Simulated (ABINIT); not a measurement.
# HgTe in ABINIT: convergence with pawecutdg

Input of the first run (pawecutdg 19.6); the others differ in this setting and in those tied to it:

The input run.abi:

```
# Pseudopotentials
pp_dirpath "./"
pseudos "Hg.GGA_PBE-JTH.xml, Te.GGA_PBE-JTH.xml"

# Structure
acell 8.4984746805 8.4984746805 8.4984746805
rprim
     0.0000000000     0.7071067812     0.7071067812
     0.7071067812     0.0000000000     0.7071067812
     0.7071067812     0.7071067812     0.0000000000
ntypat 2
znucl 80 52
natom 2
typat 1 2
xred
     0.0000000000     0.0000000000     0.0000000000
     0.5000000000     0.5000000000     0.5000000000

# Plane-wave basis
ecut 517.016339 eV
pawecutdg 19.6
pawxcdev 0

# k points
kptopt 1
ngkpt 7 7 7
nshiftk 1
shiftk 0.0 0.0 0.0

# Exchange and correlation
ixc 11

# Bands and occupations
nband 13
occopt 6
tsmear 0.00183747

# SCF cycle
nstep 100
tolvrs 1.0e-9

# Output
iomode 3
prtwf 0
prtden 0
prteig 0
prtebands 0
enunit 1
```

Potentials or basis: JTH PAW PBE v2.0.

The run is started by

```bash
$ abinit run.abi > log 2>&1
```

Measurements of this composition are mostly on another form, of space group No. 216.

Hardware: 1 thread of Arm Neoverse V1, with other jobs on the host.

| pawecutdg | energy less the tightest run (meV/atom) | SCF cycles | CPU time (s) | peak memory (GiB) |
| --- | --- | --- | --- | --- |
| 19.6 | 0.20 | 18 | 27 | 0.1 |
| 22.8 | -0.03 | 18 | 27 | 0.11 |
| 28.5 | 0.03 | 18 | 27 | 0.11 |
| 34.2 | 0.02 | 18 | 27 | 0.12 |
| 41.8 | 0.02 | 18 | 27 | 0.12 |
| 51.3 | 0.04 | 18 | 28 | 0.15 |
| 62.7 | 0.00 | 18 | 28 | 0.17 |

Against the tightest run, the energy stays within 1 meV/atom from 19.6 on. The tightest run that finished is the yardstick and may itself not be fully converged.

Spin-orbit coupling is left out, which matters for the levels of Hg, Te.
